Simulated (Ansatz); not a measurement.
# Li2S/CdF2: short-period superlattices, part 3 of 3

Aim: gap, minibands and decay constants of Li2S/CdF2 superlattices of several periods. The crystals are Li2S fluorite(111) and CdF2 fluorite(111), on a common net of side 3.882 Å (-3.9 % and +0.0 % against typed lattice constants near PBE's). Layer spacings come from each crystal relaxed along the normal on that net, and the joins take bond lengths estimated from both crystals. The stacks are then relaxed. The first steps treat the bulk crystals alone. PBEsol has lattice constants of its own, so the true strain differs.

Ansatz 0.2.0; PBEsol DFT, plane waves, PAW files (the session's first sound run).

So far, gap on path (eV): step 3 (band edges, strain -0.0385, crystal Li2S fluorite(111)) 3.09; step 5 (the bulk crystal and its band edges, strain 0, crystal CdF2 fluorite(111)) 2.90; step 7 (band edges of the superlattice, atomic layers of each crystal 3×6, k-mesh 8×8×4) 0.333; step 11 (band edges of the superlattice, atomic layers of each crystal 9×9, k-mesh 8×8×2) 0.707.

### 12. Minibands and complex bands along the stacking, atomic layers of each crystal 9×9, k-mesh 8×8×2

This step: PBEsol DFT, plane waves, PAW files; complex bands by layer matching along the plane's normal (Ansatz 0.2.0).

Contents of input.yaml:

```yaml
crystal:
  lattice:
    - [3.882, 0.0, 0.0]
    - [-1.941, 3.3619106175, 0.0]
    - [0.0, 0.0, 19.009767586]
  atoms:
    - { symbol: Li, position: [0.0, 0.0, 0.0255679366] }
    - { symbol: S, position: [0.3333333333, 0.6666666667, 0.056095265] }
    - { symbol: Li, position: [0.6666666667, 0.3333333333, 0.0967063907] }
    - { symbol: Li, position: [0.3333333333, 0.6666666667, 0.1791037133] }
    - { symbol: S, position: [0.6666666667, 0.3333333333, 0.2184786772] }
    - { symbol: Li, position: [0.0, 0.0, 0.2578536411] }
    - { symbol: Li, position: [0.6666666667, 0.3333333333, 0.3402509637] }
    - { symbol: S, position: [0.0, 0.0, 0.3808620894] }
    - { symbol: Li, position: [0.3333333333, 0.6666666667, 0.4113894178] }
    - { symbol: F, position: [0.0, 0.0, 0.5344940144] }
    - { symbol: Cd, position: [0.3333333333, 0.6666666667, 0.5673918311] }
    - { symbol: F, position: [0.6666666667, 0.3333333333, 0.6020514316] }
    - { symbol: F, position: [0.3333333333, 0.6666666667, 0.6836485309] }
    - { symbol: Cd, position: [0.6666666667, 0.3333333333, 0.7184786772] }
    - { symbol: F, position: [0.0, 0.0, 0.7533088235] }
    - { symbol: F, position: [0.6666666667, 0.3333333333, 0.8349059228] }
    - { symbol: Cd, position: [0.0, 0.0, 0.8695655233] }
    - { symbol: F, position: [0.3333333333, 0.6666666667, 0.90246334] }
kpoints:
  mp_grid: { grid: [8, 8, 2] }
scf:
  occupations: { method: fixed }
  max_iter: 120
hamiltonian:
  xc: pbesol
output:
  eigenvalues: true
  transmission:
    leads: [[0, 0]]
    kpoints: [[0.0, 0.0], [0.5, 0.0]]
    e_range: [-1.5, 2.21]
    de: 0.05
```

The run is started by

```
> ansatz run input.yaml --threads 4 --pin off --max-ram 10240MiB --backend cpu --events-out ev --progress --plain --runs-dir out
```

The job ended after 12 s (4 threads of Intel Xeon Platinum 8488C (Sapphire Rapids), shared host; peak memory 1 GiB).

This step gave:

* decay constant at the filling level, zone centre: 0.1160 Å⁻¹
* decay constant at the filling level, slowest listed point: 0.116 Å⁻¹

Lower lead, k parallel (0, 0); values up to 0.94803 1/Å, a degenerate pair printed once or twice; energies at which all values exceed this have no row. Im kz of the slowest decaying states against energy, zero at the highest filled level on the SCF mesh:

```csv
energy (eV),decay 1 (Å⁻¹),decay 2 (Å⁻¹)
-1.400,0.0594,-
-1.200,0.100,-
-1.000,0.131,-
-0.800,0.130,0.943
-0.600,0.104,0.898
-0.400,0.828,-
-0.200,0.0895,0.745
0.000,0.119,0.364
0.200,0.123,0.856
0.400,0.111,0.899
0.600,0.0749,0.923
0.800,0.938,-
1.000,0.0521,0.947
1.200,0.0640,-
1.400,-,-
1.600,0.0707,-
1.800,0.127,-
2.000,0.154,0.947
2.200,0.170,0.941
```

Lower lead, k parallel (0.5, 0); values up to 0.94803 1/Å, a degenerate pair printed once or twice; energies at which all values exceed this have no row. Im kz of the slowest decaying states against energy, zero at the highest filled level on the SCF mesh:

```
energy (eV)  decay 1 (Å⁻¹)  decay 2 (Å⁻¹)  decay 3 (Å⁻¹)
      -1.50          0.329          0.426          0.468
      -1.35          0.339          0.472          0.507
      -1.25          0.362          0.455          0.529
      -1.10          0.368          0.441          0.555
      -1.00          0.361          0.498          0.570
      -0.85          0.333          0.521          0.588
      -0.75          0.284          0.497          0.598
      -0.60          0.291          0.549          0.611
      -0.50          0.321          0.607          0.619
      -0.35          0.309          0.628          0.661
      -0.20          0.318          0.635          0.700
      -0.10          0.382          0.640          0.722
       0.00          0.420          0.643          0.741
       0.05          0.434          0.645          0.750
       0.15          0.458          0.648          0.766
       0.30          0.485          0.651          0.787
       0.40          0.500          0.652          0.799
       0.55          0.517          0.654          0.816
       0.65          0.526          0.654          0.826
       0.80          0.537          0.654          0.840
       0.90          0.543          0.654          0.848
       1.05          0.549          0.652          0.858
       1.20          0.552          0.649          0.867
       1.30          0.553          0.647          0.873
       1.45          0.553          0.643          0.879
       1.55          0.553          0.639          0.883
       1.70          0.551          0.633          0.888
       1.80          0.549          0.629          0.891
       1.95          0.545          0.621          0.894
       2.05          0.542          0.616          0.895
       2.20          0.538          0.607          0.896
```

At the listed wavevectors the last open channel is at -0.35 eV and the next at +0.75 eV on the grid, wider than the gap, since narrow bands can fall between grid energies. At +0.35 eV, the grid energy nearest the filling level (the middle of the gap on the SCF mesh), the slowest state at the listed wavevectors decays with κ = 0.116 Å⁻¹, its amplitude falling by e over 8.6 Å.

### 13. A repeat with changed settings

This step: PBEsol DFT, plane waves, PAW files; complex bands by layer matching along the plane's normal; changed: kpoints.mp_grid.grid = [3, 3, 1], scf.eigensolver.kind = "davidson", magnetization = {"spin_polarized": true} (Ansatz 0.2.0).

This run repeats an earlier one, its twin (the minibands run), with four settings changed (starting moments or atoms, kpoints.mp_grid.grid, scf.eigensolver.kind, magnetization.spin_polarized; files written aside). It is meant to test how the run responds to these settings.

Contents of input.yaml:

```yaml
crystal:
  lattice:
    - [3.882, 0.0, 0.0]
    - [-1.941, 3.3619106175, 0.0]
    - [0.0, 0.0, 19.009767586]
  atoms:
    - { symbol: Li, position: [0.0, 0.0, 0.0255679366], spin: 0.2 }
    - { symbol: S, position: [0.3333333333, 0.6666666667, 0.056095265], spin: 0.2 }
    - { symbol: Li, position: [0.6666666667, 0.3333333333, 0.0967063907], spin: 0.2 }
    - { symbol: Li, position: [0.3333333333, 0.6666666667, 0.1791037133], spin: 0.2 }
    - { symbol: S, position: [0.6666666667, 0.3333333333, 0.2184786772], spin: 0.2 }
    - { symbol: Li, position: [0.0, 0.0, 0.2578536411], spin: 0.2 }
    - { symbol: Li, position: [0.6666666667, 0.3333333333, 0.3402509637], spin: 0.2 }
    - { symbol: S, position: [0.0, 0.0, 0.3808620894], spin: 0.2 }
    - { symbol: Li, position: [0.3333333333, 0.6666666667, 0.4113894178], spin: 0.2 }
    - { symbol: F, position: [0.0, 0.0, 0.5344940144], spin: 0.2 }
    - { symbol: Cd, position: [0.3333333333, 0.6666666667, 0.5673918311], spin: 0.2 }
    - { symbol: F, position: [0.6666666667, 0.3333333333, 0.6020514316], spin: 0.2 }
    - { symbol: F, position: [0.3333333333, 0.6666666667, 0.6836485309], spin: 0.2 }
    - { symbol: Cd, position: [0.6666666667, 0.3333333333, 0.7184786772], spin: 0.2 }
    - { symbol: F, position: [0.0, 0.0, 0.7533088235], spin: 0.2 }
    - { symbol: F, position: [0.6666666667, 0.3333333333, 0.8349059228], spin: 0.2 }
    - { symbol: Cd, position: [0.0, 0.0, 0.8695655233], spin: 0.2 }
    - { symbol: F, position: [0.3333333333, 0.6666666667, 0.90246334], spin: 0.2 }
kpoints:
  mp_grid: { grid: [3, 3, 1] }
scf:
  occupations: { method: fixed }
  max_iter: 120
  eigensolver: { kind: davidson }
hamiltonian:
  xc: pbesol
output:
  eigenvalues: true
  transmission:
    leads: [[0, 0]]
    kpoints: [[0.0, 0.0], [0.5, 0.0]]
    e_range: [-1.5, 2.21]
    de: 0.05
magnetization:
  spin_polarized: true
```

Elapsed: 0.1 s, on 4 threads; peak memory 0.11 GiB.

The input was rejected at the start.

The program's message: “Error: inconsistent input (scf.occupations.method, magnetization): a σ = 0 step fill (method: fixed, or a smearing width below the step floor) with no hard lock on the total moment puts the same N_el/ …”

### 14. Summary of results

```json
{
  "gap, 3+6 layers": "0.333 eV",
  "gap, 9+9 layers": "0.707 eV",
  "least decay at +0.20 eV, listed points, 3+6 layers": "0.088 Å⁻¹",
  "least decay at +0.35 eV, listed points, 9+9 layers": "0.116 Å⁻¹"
}
```

**Reading.** The gap is smallest for 3+6 layers and largest for 9+9, a spread of 0.37 eV (0.333 to 0.707 eV). Both layers differ between these two. A semilocal functional narrows gaps.

[Logs are printed without paths, hosts, clocks, repeated set-up lines and the standing remarks that a program may print on its own settings, such as how far it seeks lower states.]

[Hosts, paths, dates, database ids (printed as entryN), source tags and the programs' standing remarks are cut or masked in the printed files.]
